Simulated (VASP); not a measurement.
Here is a VASP 6.6.1 calculation.

File INCAR:

```
PREC = Accurate
ENCUT = 300
EDIFF = 1E-7
ISMEAR = 1
SIGMA = 0.1
LREAL = False
LASPH = True
NELM = 80
ALGO = Normal
ISIF = 4
LWAVE = False
LCHARG = False
GGA = PE
IBRION = 2
NSW = 40
EDIFFG = -0.01
```

KPOINTS

```
regular mesh
0
Gamma
  8 8 4
```

POSCAR

```
Zr                                      
1.0
    3.2970695340      0.0000000000      0.0000000000
   -1.6485347670      2.8553459745      0.0000000000
    0.0000000000      0.0000000000      5.2521620436
  Zr            
     2
Direct
     0.3333333332999970    0.6666666667000030    0.2500000000000000
     0.6666666667000030    0.3333333332999970    0.7500000000000000
```

Potentials or basis: VASP PAW PBE potentials, release 64 (Zr_sv).

Run with:

```bash
$ cat potpaw_PBE.64/Zr_sv/POTCAR > POTCAR
$ mpirun -np 1 vasp_std > vasp.out
```

(1) What does it give for the band gap on the k mesh?

(2) Estimate the energy gained by relaxing.

Results:

(1) none (metal or under the smearing width).

(2) 0.0 meV/atom.
